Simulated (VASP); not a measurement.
# CuI (Marshite) (F-43m) in VASP: notebook

The runs below take CuI (Marshite) through relaxation of the atoms, relaxation of cell and atoms, with PBE+D3(BJ), LDA.

All numbers are computed with VASP 6.6.1; they aren't measurements. Logs are shortened: lines on timing, memory, paths and dates and some standing lists are left out, and cuts for length are marked.

### Step 1. The crystal as given

Symmetry: F-43m, No. 216, cubic system. The conventional cell has a = 6.063 Å, b = 6.063 Å, c = 6.063 Å, α = 90.00°, β = 90.00°, γ = 90.00°. Cu (site symmetry -43m) is surrounded by 4 I at 2.63 Å. I (site symmetry -43m) is surrounded by 4 Cu at 2.63 Å.

### Step 2. Relaxation of the atoms, PBE+D3(BJ) (a relaxed cell with its volume scaled by 1.06)

INCAR

```
PREC     = Accurate       # precision mode
ENCUT    = 600            # plane-wave cutoff, eV
EDIFF    = 1E-7           # SCF threshold, eV
ISMEAR   = 0              # smearing method
SIGMA    = 0.03           # smearing width, eV
LREAL    = False          # projectors in reciprocal space
LASPH    = True           # aspherical terms in the spheres
NELM     = 80             # most SCF steps
ALGO     = Normal         # electronic algorithm
ISIF     = 2              # what is computed and relaxed
LWAVE    = False          # write WAVECAR
LCHARG   = False          # write CHGCAR
GGA      = PE             # functional
IVDW     = 12             # dispersion correction
IBRION   = 2              # ionic algorithm
NSW      = 40             # ionic steps
EDIFFG   = -0.01          # ionic threshold
```

KPOINTS

```
regular mesh
0
Gamma
  8 8 8
```

POSCAR

```
CuI                                     
1.0
    0.0000000000      3.0455356969      3.0455356969
    3.0455356969      0.0000000000      3.0455356969
    3.0455356969      3.0455356969      0.0000000000
  Cu              I             
     1     1
Direct
     0.2500000000000000    0.2500000000000000    0.2500000000000000
     0.0000000000000000    0.0000000000000000    0.0000000000000000
```

Potentials or basis: VASP PAW PBE potentials, release 64 (Cu, I).

On the command line:

```
$ cat potpaw_PBE.64/Cu/POTCAR potpaw_PBE.64/I/POTCAR > POTCAR
$ mpirun -np 1 vasp_std > vasp.out
```

OUTCAR:

```text
PREC = Accurate
   ENCUT = 600
   EDIFF = 1E-7
   ISMEAR = 0
   LREAL = False
   LASPH = True
   NELM = 80
   ISIF = 2
   GGA = PE
   IVDW = 12
   IBRION = 2
   NSW = 40
   EDIFFG = -0.01
 IVDW          = 12

 ion  position               nearest neighbor table
   1  0.250  0.250  0.250-   2 2.64   2 2.64   2 2.64   2 2.64
   2  0.000  0.000  0.000-   1 2.64   1 2.64   1 2.64   1 2.64

  LATTYP: Found a face centered cubic cell.
 ALAT       =     6.0910713938

  Lattice vectors:

 A1 = (   0.0000000000,   3.0455356969,   3.0455356969)
 A2 = (   3.0455356969,   0.0000000000,   3.0455356969)
 A3 = (   3.0455356969,   3.0455356969,   0.0000000000)

Analysis of symmetry for initial positions (statically):
=====================================================================
 Subroutine PRICEL returns:
 Original cell was already a primitive cell.

 Routine SETGRP: Setting up the symmetry group for a
 face centered cubic supercell.

 Subroutine GETGRP returns: Found 24 space group operations
 (whereof 24 operations were pure point group operations)
 out of a pool of 48 trial point group operations.

The static configuration has the point symmetry T_d .

Analysis of symmetry for dynamics (positions and initial velocities):
=====================================================================
 Subroutine PRICEL returns:
 Original cell was already a primitive cell.

 Routine SETGRP: Setting up the symmetry group for a
 face centered cubic supercell.

 Subroutine GETGRP returns: Found 24 space group operations
 (whereof 24 operations were pure point group operations)
 out of a pool of 48 trial point group operations.

The dynamic configuration has the point symmetry T_d .

 Subroutine INISYM returns: Found 24 space group operations
 (whereof 24 operations are pure point group operations),
 and found     1 'primitive' translations

----------------------------------------------------------------------------------------

                                     Primitive cell

  volume of cell :      56.4964

  direct lattice vectors                    reciprocal lattice vectors
     0.000000000  3.045535697  3.045535697    -0.164174730  0.164174730  0.164174730
     3.045535697  0.000000000  3.045535697     0.164174730 -0.164174730  0.164174730
     3.045535697  3.045535697  0.000000000     0.164174730  0.164174730 -0.164174730

  length of vectors
     4.307037887  4.307037887  4.307037887     0.284358973  0.284358973  0.284358973

[... 94 lines left out ...]
   EFERMI =   0.00;   METHOD = LEGACY
   ISMEAR =     0;   SIGMA  =   0.03  broadening in eV -4-tet -1-fermi 0-gaus
   EFERMI_NEDOS =   21; number of points for ismear=-14 and -15
   IALGO  =     38    algorithm
   IMIX   =      4    mixing-type and parameters
     AMIX     =   0.40;   BMIX     =  1.00
     AMIX_MAG =   1.60;   BMIX_MAG =  1.00
  volume/ion in A,a.u.               =      28.25       190.63
  Fermi-wavevector in a.u.,A,eV,Ry     =   1.118129  2.112958 17.010178  1.250213
  Thomas-Fermi vector in A             =   2.254758
   LORBIT       =      0    0 simple, 1 ext, 2 COOP (PROOUT), +10 PAW based schemes
   GGA     = PE    functional components
   LHFCALC =     F    Hartree Fock is set to
   AEXX    =    0.0000 exact exchange contribution
   IVDW    =    12    specifies the selected vdW correction
   LEPSILON=     F    determine dielectric tensor
   LRPA    =     F    only Hartree local field effects (RPA)
 conjugate gradient relaxation of ions
 non-spin polarized calculation
 Gauss-broadening in eV      SIGMA  =   0.03
  energy-cutoff  :      600.00
  volume of cell :       56.50
 maximum number of plane-waves:      1902
 NGX is ok and might be reduce to    36
   NGX = 17   NGY = 17   NGZ = 17

 number of electron      18.0000009 magnetization

 Free energy of the ion-electron system (eV)
  ---------------------------------------------------
  ext. energy  EPLUGINS =         0.00000000
  ---------------------------------------------------
  free energy    TOTEN  =        -5.56247877 eV

  energy without entropy =       -5.56247877  energy(sigma->0) =       -5.56247877

 E-fermi :   4.4183     XC(G=0):  -8.8728

 val. band max:        4.2820211059   @ k =   0.0000   0.0000   0.0000
 cond. band min:       5.3893460000   @ k =   0.0000   0.0000   0.0000
 fundamental gap:      1.1073248941
 Fermi energy:         4.4182756986

 k-point     1 :       0.0000    0.0000    0.0000
  band No.  band energies     occupation
      1      -9.6566      2.00000
      2       0.7048      2.00000
      3       0.7048      2.00000
      4       0.7048      2.00000
      5       2.4874      2.00000
      6       2.4874      2.00000
      7       4.2820      2.00000
      8       4.2820      2.00000
      9       4.2820      2.00000
     10       5.3893      0.00000
     11       9.1681      0.00000
     12       9.1681      0.00000
     13       9.1681      0.00000
[... 354 lines left out ...]
  band No.  band energies     occupation
      1      -9.0356      2.00000
      2      -0.9609      2.00000
      3       0.1703      2.00000
      4       0.6736      2.00000
      5       2.4256      2.00000
      6       2.4986      2.00000
      7       2.6106      2.00000
      8       3.0221      2.00000
      9       3.3129      2.00000
     10       7.7430      0.00000
     11       8.9717      0.00000
     12      10.4679      0.00000
     13      11.6468      0.00000

 [... further k-points ...]

------------------------ aborting loop because EDIFF is reached ----------------------------------------

 Edisp (eV)   -0.67353

 E8    (eV) :    -0.2950

  FORCE on cell =-STRESS in cart. coord.  units (eV):
  Direction    XX          YY          ZZ          XY          YZ          ZX
  --------------------------------------------------------------------------------------
  -------------------------------------------------------------------------------------
  Total      -0.83827    -0.83827    -0.83827     0.00000     0.00000    -0.00000
  in kB     -23.77249   -23.77249   -23.77249     0.00000     0.00000    -0.00000
  external pressure =      -23.77 kB  Pullay stress =        0.00 kB

 VOLUME and BASIS-vectors are now :
 -----------------------------------------------------------------------------
  energy-cutoff  :      600.00
  volume of cell :       56.50
      direct lattice vectors                 reciprocal lattice vectors
     0.000000000  3.045535697  3.045535697    -0.164174730  0.164174730  0.164174730
     3.045535697  0.000000000  3.045535697     0.164174730 -0.164174730  0.164174730
     3.045535697  3.045535697  0.000000000     0.164174730  0.164174730 -0.164174730

 POSITION                                       TOTAL-FORCE (eV/Angst)
 -----------------------------------------------------------------------------------
      1.52277      1.52277      1.52277        -0.000000     -0.000000     -0.000000
      0.00000      0.00000      0.00000         0.000000      0.000000      0.000000
 -----------------------------------------------------------------------------------
    total drift:                                0.000001      0.000001      0.000001

  FREE ENERGIE OF THE ION-ELECTRON SYSTEM (eV)
  ---------------------------------------------------
  free  energy   TOTEN  =        -6.2360124763 eV

  energy  without entropy=       -6.2360124763  energy(sigma->0) =       -6.23601248

 reached required accuracy - stopping structural energy minimisation
```

CONTCAR:

```text
CuI
   1.00000000000000
     0.0000000000000000    3.0455356969000000    3.0455356969000000
     3.0455356969000000    0.0000000000000000    3.0455356969000000
     3.0455356969000000    3.0455356969000000    0.0000000000000000
  Cu              I
     1     1
Direct
     0.2500000000000000    0.2500000000000000    0.2500000000000000
     0.0000000000000000    0.0000000000000000    0.0000000000000000

  0.00000000E+00  0.00000000E+00  0.00000000E+00
  0.00000000E+00  0.00000000E+00  0.00000000E+00
```

Run time: 13 s. Hardware: 1 thread of Intel Xeon 6975P-C (Granite Rapids), shared host; peak memory 0.22 GiB.

Results:

* Free energy: -6.2360 eV
* Pressure after relaxing: -2.4 GPa
* Band gap on the k mesh: 1.11 eV, direct
* Dispersion energy per atom: -0.337 eV

Final structure:
```yaml
crystal:
  lattice:
    - [0.00000, 3.04554, 3.04554]
    - [3.04554, 0.00000, 3.04554]
    - [3.04554, 3.04554, 0.00000]
  atoms:
    - { symbol: Cu, position: [0.25000, 0.25000, 0.25000] }
    - { symbol: I, position: [0.00000, 0.00000, 0.00000] }
```

Caveat: the relaxation stopped at its first step, so nothing moved; spin-orbit coupling is left out, which moves the levels of the heavy elements.

### Step 3. Relaxation of cell and atoms, LDA

INCAR

```
PREC = Accurate ; ENCUT = 600
EDIFF = 1E-6 ; ISMEAR = 0
SIGMA = 0.03 ; LREAL = F
LASPH = T ; NELM = 80
ALGO = Normal ; ISIF = 3
LWAVE = F ; LCHARG = F
GGA = CA ; IBRION = 2
NSW = 90 ; EDIFFG = -0.01
```

KPOINTS

```
Automatic mesh
0
Gamma
  8 8 8
```

POSCAR

```
CuI
1.0
    0.0000000000      3.0315000000      3.0315000000
    3.0315000000      0.0000000000      3.0315000000
    3.0315000000      3.0315000000      0.0000000000
Cu I
1 1
Direct
    0.2500000000      0.2500000000      0.2500000000
    0.0000000000      0.0000000000      0.0000000000
```

Potentials or basis: VASP PAW LDA potentials, release 64 (Cu, I).

On the command line:

```
$ cat potpaw_LDA.64/Cu/POTCAR potpaw_LDA.64/I/POTCAR > POTCAR
$ mpirun -np 1 vasp_std > vasp.out
```

Wall time 61 s (1 thread of Intel Xeon Platinum 8259CL at 2.50GHz (Skylake/Cascade Lake), shared host); peak memory 0.19 GiB.

The run converged. Its results:

* Free energy: -6.9971 eV
* Relaxed volume: 25.25 Å³/atom
* Relaxed cell: a = 4.149 Å, b = 4.149 Å, c = 4.149 Å, α = 60.00°, β = 60.00°, γ = 60.00°
* Space group after relaxing (to 0.05 Å): F-43m (No. 216)
* Energy gained by relaxing: 39.3 meV/atom
* Ionic steps: 4
* Pressure after relaxing: 0.0 GPa
* Band gap on the k mesh: 1.28 eV, direct

Step by step:
```tsv
step	energy change (eV)	largest force (eV/Å)	pressure (GPa)	volume (Å³)
1	0.0000	0.0000	-4.15	55.72
2	-0.0782	0.0000	0.27	50.10
3	-0.0786	0.0000	0.14	50.34
4	-0.0786	0.0000	-0.04	50.50
```

Final structure:
```yaml
crystal:
  lattice:
    - [0.00000, 2.93371, 2.93371]
    - [2.93371, 0.00000, 2.93371]
    - [2.93371, 2.93371, 0.00000]
  atoms:
    - { symbol: Cu, position: [0.25000, 0.25000, 0.25000] }
    - { symbol: I, position: [0.00000, 0.00000, 0.00000] }
```

Levels at points of the mesh, in eV from the valence-band top:
```
           k point  band 5  band 6  band 7  band 8  band 9  band 10  band 11  band 12  band 13
(0.00, 0.00, 0.00)   -2.37   -2.37    0.00    0.00    0.00     1.28     4.75     4.75     4.75
(0.50, 0.00, 0.00)   -2.34   -2.34   -2.28   -0.89   -0.89     2.15     5.33     5.33     7.37
(0.50, 0.50, 0.00)   -2.41   -2.28   -2.27   -1.92   -1.92     2.42     2.78     9.76    10.23
```

Caveat: spin-orbit coupling is left out, which moves the levels of the heavy elements.

### Step 4. Relaxation of cell and atoms, LDA

This run uses another cell than the first one, of 25.25 Å³/atom, 0.906 times its volume.

INCAR

```
PREC = Accurate ; ENCUT = 600
EDIFF = 1E-7 ; ISMEAR = 0
SIGMA = 0.03 ; LREAL = F
LASPH = T ; NELM = 80
ALGO = Normal ; ISIF = 3
LWAVE = F ; LCHARG = F
GGA = CA ; IBRION = 2
NSW = 90 ; EDIFFG = -0.005
```

KPOINTS is that of step 3.

POSCAR

```
CuI                                     
1.0
    0.0000000000      2.9337070710      2.9337070710
    2.9337070710      0.0000000000      2.9337070710
    2.9337070710      2.9337070710     -0.0000000000
  Cu              I             
     1     1
Direct
     0.2500000000000000    0.2500000000000000    0.2500000000000000
     0.0000000000000000    0.0000000000000000    0.0000000000000000
```

On the command line:

```
$ cat potpaw_LDA.64/Cu/POTCAR potpaw_LDA.64/I/POTCAR > POTCAR
$ mpirun -np 1 vasp_std > vasp.out
```

It took 57 s on 1 thread of Intel Xeon Platinum 8259CL at 2.50GHz (Skylake/Cascade Lake), shared host; peak memory 0.18 GiB.

Results (log left out):

```
Free energy                            : -6.9964 eV
Relaxed volume                         : 25.23 Å³/atom
Relaxed cell                           : a = 4.148 Å, b = 4.148 Å, c = 4.148 Å, α = 60.00°, β = 60.00°, γ = 60.00°
Space group after relaxing (to 0.05 Å) : F-43m (No. 216)
Energy gained by relaxing              : 0.0 meV/atom
Ionic steps                            : 2
Pressure after relaxing                : 0.0 GPa
Band gap on the k mesh                 : 1.28 eV, direct
```

Final structure:
```cif
data_structure
_symmetry_space_group_name_H-M 'P 1'
_symmetry_Int_Tables_number 1
_cell_length_a 4.1479
_cell_length_b 4.1479
_cell_length_c 4.1479
_cell_angle_alpha 60.000
_cell_angle_beta 60.000
_cell_angle_gamma 60.000
_cell_volume 50.46
loop_
_atom_site_label
_atom_site_type_symbol
_atom_site_fract_x
_atom_site_fract_y
_atom_site_fract_z
_atom_site_occupancy
Cu1 Cu 0.25000 0.25000 0.25000 1
I1 I 0.00000 0.00000 0.00000 1
```

Levels at points of the mesh, in eV from the valence-band top:
```csv
k point,band 6,band 7,band 8,band 9,band 10,band 11,band 12,band 13
"(0.00, 0.00, 0.00)",-2.37,0.00,0.00,0.00,1.28,4.75,4.75,4.75
"(0.50, 0.00, 0.00)",-2.34,-2.29,-0.89,-0.89,2.15,5.33,5.33,7.37
"(0.50, 0.50, 0.00)",-2.29,-2.27,-1.93,-1.93,2.42,2.78,9.76,10.23
```

Caveat: spin-orbit coupling is left out, which moves the levels of the heavy elements. As with any semilocal functional, this LDA gap is likely too small.
